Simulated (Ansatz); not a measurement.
# In (P6_3/mmc) in Ansatz: a series of runs

Runs on In. Level: PBEsol. Tasks: single point, equation of state.

Everything below comes from runs of Ansatz 0.2.0. Logs are shortened: lines on timing, memory, paths and dates and some standing lists are left out, and cuts for length are marked.

## 1. The crystal as given

Symmetry: P6_3/mmc, No. 194, hexagonal system. The conventional cell has a = 3.335 Å, b = 3.335 Å, c = 5.509 Å, α = 90.00°, β = 90.00°, γ = 120.00°. In (site symmetry -6m2) is surrounded by 12 In at 3.34 to 3.36 Å.

This isn't the form of In at room conditions, which is tetragonal.

## 2. Single point, PBEsol, 24.95 Å³/atom (volume scaled by 0.94)

File input.yaml:

```yaml
crystal:
  lattice:
    - [3.2673945583, 0.0, 0.0]
    - [-1.6336972791, 2.8296466917, 0.0]
    - [0.0, 0.0, 5.3966798754]
  atoms:
    - { symbol: In, position: [0.6666666667, 0.3333333333, 0.75] }
    - { symbol: In, position: [0.3333333333, 0.6666666667, 0.25] }
kpoints:
  mp_grid: { grid: [9, 9, 5] }
scf:
  occupations: { method: fermi_dirac, width: 0.05 }
hamiltonian:
  xc: pbesol
  pseudopotentials: { kind: all_electron, lapw: { basis_error: 0.001 } }
output:
  forces: true
  stress: true
  eigenvalues: true
```

Potentials or basis: all-electron LAPW, scalar-relativistic.

Started as:

```sh
ansatz run input.yaml --threads 1 --pin off --max-ram 3072MiB --backend cpu --events-out ev --progress --plain --runs-dir out
```

What it wrote:

```text
Warning: RAYON_NUM_THREADS=1 ignored (pool sized by the plan → 1); use --threads N
LAPW: plane waves up to 6.811 Å⁻¹, error target 1.0e-3 eV per atom; small_component_spin mean_spin; In in spheres of 1.634 Å, 21 of its electrons in bands, Dirac shells [] (how accurate: hamiltonian.pseudopotentials.lapw.basis_error, Limitations)
Engine: ansatz 0.2.0, x86_64-unknown-linux-gnu
Pseudopotentials: kind: all_electron
Pseudopotential: In, LAPW, valence charge 21, lapw/all_electron/scalar/gaussian/In, Koelling and Harmon's equation, gaussian nucleus
Functional definition: PBEsol
  exchange = pbesol_x
  correlation = pbesol_c
Crystal: 2 atoms, lattice volume = 49.895 Å³
Basis set: ecut = 176.7560011370393 eV, 263 PW (Γ), exchange–correlation at level 2
Bands: 26, of which v1, the nominal top of the filled ones, is band 21 counted from 1 (20 counted from 0)
Symmetry: 24 space group operations
Space group: P63/mmc (ITA 194), of the structure as read, at distance tolerance 3.7e-5 Å
k-points: 36 of 405
Non-local potential: In, projectors of the file, none
Initial density: superposition of atomic densities (chi_scale 0.1, normalization cell)
Initial wavefunctions: plane waves of lowest kinetic energy (no species holds an atomic orbital)
Functional: x = pbesol(κ = 0.804, μ = 0.12345679012345678), c = pbesol(β = 0.046)
iter 1 solved again at ethr=2.76e-5 eV; its pass at ethr=1.00e-1 eV (dr2=1.16e-2 eV) is discarded
SCF iter   1: F=—  HF=-319947.156540 eV  |F-HF|=—  |Δ(HF+E_count)|=         —  Δρ=5.87e-3  dr2=1.17e-2  ethr=2.76e-5  ⟨swp⟩=3.4  Hψ=6644  notcnv=0
preconditioner: auto → Kerker (q_TF=auto, 2.651 Å⁻¹)  [metal: Δε(μ)=0.081 eV  Ē_g=16.402 eV  σ=0.050 eV  W_gap=0.38  n_scr=22 (ndim 8)  ℏωp=26.8 eV  f_vac=0.000  D(μ)=1.27/eV (n_scr^D=2)]
SCF iter   2: F=—  HF=-319947.088173 eV  |F-HF|=—  |Δ(HF+E_count)|=   6.84e-2  Δρ=3.09e-3  dr2=4.09e-3  ethr=2.76e-5  ⟨swp⟩=2.1  Hψ=2880  notcnv=0
SCF iter   3: F=—  HF=-319947.082764 eV  |F-HF|=—  |Δ(HF+E_count)|=   5.41e-3  Δρ=2.07e-3  dr2=2.13e-3  ethr=9.74e-6  ⟨swp⟩=2.0  Hψ=2838  notcnv=0
SCF iter   4: F=—  HF=-319947.081828 eV  |F-HF|=—  |Δ(HF+E_count)|=   9.36e-4  Δρ=8.75e-4  dr2=5.04e-4  ethr=5.07e-6  ⟨swp⟩=2.0  Hψ=2838  notcnv=0
iter 5 solved again at ethr=9.96e-8 eV; its pass at ethr=1.20e-6 eV (dr2=4.18e-5 eV) is discarded
SCF iter   5: F=—  HF=-319947.081909 eV  |F-HF|=—  |Δ(HF+E_count)|=   8.10e-5  Δρ=2.40e-4  dr2=4.18e-5  ethr=9.96e-8  ⟨swp⟩=2.0  Hψ=4758  notcnv=0
SCF iter   6: F=—  HF=-319947.081912 eV  |F-HF|=—  |Δ(HF+E_count)|=   3.31e-6  Δρ=5.10e-5  dr2=1.21e-6  ethr=9.94e-8  ⟨swp⟩=2.0  Hψ=2838  notcnv=0
SCF iter   7: F=—  HF=-319947.081912 eV  |F-HF|=—  |Δ(HF+E_count)|=   4.91e-8  Δρ=1.31e-5  dr2=1.18e-7  ethr=2.88e-9  ⟨swp⟩=2.0  Hψ=2838  notcnv=0
SCF iter   8: F=-319947.081912 eV  HF=-319947.081912 eV  |F-HF|=1.34e-9  |Δ(HF+E_count)|=   1.00e-8  Δρ=3.40e-6  dr2=8.06e-9  ethr=2.80e-10  ⟨swp⟩=2.0  Hψ=2838  notcnv=0
SCF 1 converged in 8 iterations: F = -319947.081912 eV  dr2 = 8.06e-9
SCF converged after 8 iterations
Free energy (F): -319947.081912 eV
Harris-Foulkes:  -319947.081912 eV  (|F-HF|=1.34e-9)
Internal energy: -319947.070864 eV  (E = F + TS)
E sigma→0 (E₀):  -319947.076388 eV
Entropy (-TS):   -0.011047 eV (-5.524 meV/atom)
Fermi energy:    14.273030 eV
--- Per-component energies (eV) ---
  E_band       = -1062.978690
  E_kinetic    = 335797.006821
  E_xc         = -8559.424373
  E_electrostatic = -647184.653312  (all electrons and nuclei)
  E_smearing   = -0.011047  (= −TS)
  E_closure    = 0.000000  (closes the sum)
  E_atoms      = -319941.190978  (free atoms, spherical and without spin; not in F)
  Σ components = -319947.081912   (vs F -319947.081912, Δ=0.00e0)
  Basis errors (estimates in eV, not in F): energy 2.1e-4 per atom: plane waves 2.0e-4 (1.0e-4 summed), levels above the bands 8.2e-51, relativity 1.6e-8, radial functions 2.9e-6, core shells 9.3e-10; eigenvalues (radial functions only) 1.4e-6; not estimated: angular momenta, meshes, grids; target (lapw.basis_error) 1.0e-3; muffin-tin radii In 1.634 Å
--- Forces (eV/Å), atoms counted from 1 ---
  atom   1  In     0.00000000    -0.00000000     0.00000000
  atom   2  In    -0.00000000     0.00000000     0.00000000
  max |Σ_I F_I| component: 2.31e-18 eV/Å
--- Stress (GPa, compression-positive) ---
        1.611652       0.000000       0.000000
       -0.000000       1.611652       0.000000
        0.000000       0.000000       0.650240
  P = ⅓ Tr σ = 1.2912 GPa (12.912 kbar)
--- Band table (eV; the first three rows and the last of 36) ---
  k-point 0: bands = ["-101.0641", "-101.0636", "-59.5867", "-59.5841", "-59.5841", "-59.5825", "-59.5825", "-59.5775", "-0.4809", "-0.4013", "-0.3681", "-0.3681", "-0.3355", "-0.3355", "-0.2499", "-0.2499", "-0.0390", "-0.0390", "4.3145", "9.7258", "10.5750", "23.0257", "23.0257", "24.9178", "24.9178", "24.9935"]
  k-point 1: bands = ["-101.0641", "-101.0636", "-59.5858", "-59.5839", "-59.5839", "-59.5827", "-59.5827", "-59.5784", "-0.4697", "-0.4044", "-0.3809", "-0.3809", "-0.3472", "-0.3472", "-0.2138", "-0.2138", "-0.0505", "-0.0505", "4.5392", "8.0045", "12.7349", "22.4586", "23.2193", "23.2193", "24.8222", "24.8222"]
  k-point 2: bands = ["-101.0639", "-101.0638", "-59.5835", "-59.5835", "-59.5835", "-59.5831", "-59.5831", "-59.5807", "-0.4433", "-0.4178", "-0.3871", "-0.3871", "-0.3715", "-0.3715", "-0.1467", "-0.1467", "-0.0871", "-0.0871", "5.2231", "6.3806", "15.6650", "18.9557", "23.7492", "23.7492", "24.4086", "24.4086"]
  k-point 35: bands = ["-101.0634", "-101.0634", "-59.5896", "-59.5896", "-59.5893", "-59.5885", "-59.5806", "-59.5806", "-0.4444", "-0.4444", "-0.3757", "-0.2589", "-0.2309", "-0.2309", "-0.2000", "-0.1983", "-0.0330", "-0.0330", "11.6687", "11.6687", "13.0996", "13.0996", "13.2225", "14.3281", "21.3564", "21.3564"]
```

Wall time 7.5 s (1 thread of Intel Xeon at 2.70GHz, shared host); peak memory 0.31 GiB.

What came out:

```yaml
Free_energy: -319947.0819 eV
Pressure: 1.3 GPa
Band_gap_on_the_k_mesh: none (metal or under the smearing width)
```

## 3. Single point, PBEsol, 25.48 Å³/atom (volume scaled by 0.96)

input.yaml: that of step 2 with these lines changed.

```diff
@@ -2,5 +2,5 @@
   lattice:
-    - [3.2673945583, 0.0, 0.0]
-    - [-1.6336972791, 2.8296466917, 0.0]
-    - [0.0, 0.0, 5.3966798754]
+    - [3.2904051372, 0.0, 0.0]
+    - [-1.6452025686, 2.8495744376, 0.0]
+    - [0.0, 0.0, 5.4346859154]
   atoms:
```

Potentials or basis: all-electron LAPW, scalar-relativistic.

Started as:

```sh
ansatz run input.yaml --threads 1 --pin off --max-ram 3072MiB --backend cpu --events-out ev --progress --plain --runs-dir out
```

Wall time 14 s (1 thread of Intel Xeon at 2.70GHz, shared host); peak memory 0.31 GiB.

It converged, with:

```
Free energy            : -319947.0870 eV
Pressure               : 0.3 GPa
Band gap on the k mesh : none (metal or under the smearing width)
```

## 4. Single point, PBEsol, 26.01 Å³/atom (volume scaled by 0.98)

input.yaml: that of step 3 with these lines changed.

```diff
@@ -2,5 +2,5 @@
   lattice:
-    - [3.2904051372, 0.0, 0.0]
-    - [-1.6452025686, 2.8495744376, 0.0]
-    - [0.0, 0.0, 5.4346859154]
+    - [3.3130983036, 0.0, 0.0]
+    - [-1.6565491518, 2.8692272962, 0.0]
+    - [0.0, 0.0, 5.4721676924]
   atoms:
```

Started as:

```sh
ansatz run input.yaml --threads 1 --pin off --max-ram 3072MiB --backend cpu --events-out ev --progress --plain --runs-dir out
```

Wall time 7.1 s (1 thread of Intel Xeon at 2.70GHz, shared host); peak memory 0.31 GiB.

It converged, with:

- Free energy: -319947.0858 eV
- Pressure: -0.6 GPa
- Band gap on the k mesh: none (metal or under the smearing width)

## 5. Single point, PBEsol, 26.54 Å³/atom

input.yaml: that of step 4 with these lines changed.

```diff
@@ -2,5 +2,5 @@
   lattice:
-    - [3.3130983036, 0.0, 0.0]
-    - [-1.6565491518, 2.8692272962, 0.0]
-    - [0.0, 0.0, 5.4721676924]
+    - [3.335484782, 0.0, 0.0]
+    - [-1.667742391, 2.8886145552, 0.0]
+    - [0.0, 0.0, 5.50914292]
   atoms:
```

Started as:

```sh
ansatz run input.yaml --threads 1 --pin off --max-ram 3072MiB --backend cpu --events-out ev --progress --plain --runs-dir out
```

Wall time 7.1 s (1 thread of Intel Xeon at 2.70GHz, shared host); peak memory 0.31 GiB.

Results (log left out):

| Item | Value |
| --- | --- |
| Free energy | -319947.0792 eV |
| Pressure | -1.4 GPa |
| Band gap on the k mesh | none (metal or under the smearing width) |

## 6. Single point, PBEsol, 27.07 Å³/atom (volume scaled by 1.02)

input.yaml: that of step 5 with these lines changed.

```diff
@@ -2,5 +2,5 @@
   lattice:
-    - [3.335484782, 0.0, 0.0]
-    - [-1.667742391, 2.8886145552, 0.0]
-    - [0.0, 0.0, 5.50914292]
+    - [3.357574729, 0.0, 0.0]
+    - [-1.6787873645, 2.9077450104, 0.0]
+    - [0.0, 0.0, 5.5456283735]
   atoms:
```

Potentials or basis: all-electron LAPW, scalar-relativistic.

Started as:

```sh
ansatz run input.yaml --threads 1 --pin off --max-ram 3072MiB --backend cpu --events-out ev --progress --plain --runs-dir out
```

Wall time 7.3 s (1 thread of Intel Xeon at 2.70GHz, shared host); peak memory 0.31 GiB.

It converged, with:

```
Free energy            : -319947.0679 eV
Pressure               : -2.0 GPa
Band gap on the k mesh : none (metal or under the smearing width)
```

## 7. Single point, PBEsol, 27.60 Å³/atom (volume scaled by 1.04)

input.yaml: that of step 6 with these lines changed.

```diff
@@ -2,5 +2,5 @@
   lattice:
-    - [3.357574729, 0.0, 0.0]
-    - [-1.6787873645, 2.9077450104, 0.0]
-    - [0.0, 0.0, 5.5456283735]
+    - [3.3793777732, 0.0, 0.0]
+    - [-1.6896888866, 2.9266270006, 0.0]
+    - [0.0, 0.0, 5.5816399564]
   atoms:
```

Started as:

```sh
ansatz run input.yaml --threads 1 --pin off --max-ram 3072MiB --backend cpu --events-out ev --progress --plain --runs-dir out
```

Run time: 12 s. Hardware: 1 thread of Intel Xeon at 2.70GHz, shared host; peak memory 0.31 GiB.

It converged, with:

| Quantity | Value |
| --- | --- |
| Free energy | -319947.0526 eV |
| Pressure | -2.6 GPa |
| Band gap on the k mesh | none (metal or under the smearing width) |

## 8. Single point, PBEsol, 28.13 Å³/atom (volume scaled by 1.06)

input.yaml: that of step 7 with these lines changed.

```diff
@@ -2,5 +2,5 @@
   lattice:
-    - [3.3793777732, 0.0, 0.0]
-    - [-1.6896888866, 2.9266270006, 0.0]
-    - [0.0, 0.0, 5.5816399564]
+    - [3.4009030527, 0.0, 0.0]
+    - [-1.7004515264, 2.9452684395, 0.0]
+    - [0.0, 0.0, 5.6171927618]
   atoms:
```

Started as:

```sh
ansatz run input.yaml --threads 1 --pin off --max-ram 3072MiB --backend cpu --events-out ev --progress --plain --runs-dir out
```

Wall time 12 s (1 thread of Intel Xeon at 2.70GHz, shared host); peak memory 0.31 GiB.

The run converged. Its results:

| Property | Result |
| --- | --- |
| Free energy | -319947.0340 eV |
| Pressure | -3.0 GPa |
| Band gap on the k mesh | none (metal or under the smearing width) |

## 9. Equation of state, PBEsol

Potentials or basis: all-electron LAPW, scalar-relativistic.

No new run: the results of the series are fitted here.

What came out:

```yaml
Equilibrium_volume: 25.63 Å³/atom
Bulk_modulus_at_fixed_shape_and_positions: 44 GPa
Pressure_derivative_of_the_bulk_modulus: 6.5
```

Energy against volume, from the lowest point:
| volume (Å³/atom) | energy (meV/atom) |
| --- | --- |
| 24.948 | 2.55 |
| 25.478 | 0.00 |
| 26.009 | 0.59 |
| 26.540 | 3.92 |
| 27.071 | 9.58 |
| 27.602 | 17.20 |
| 28.133 | 26.49 |

Caveat: the cell was scaled at fixed shape and fractional positions, which overstates the stiffness of a crystal with free parameters, most of all of layers and chains.
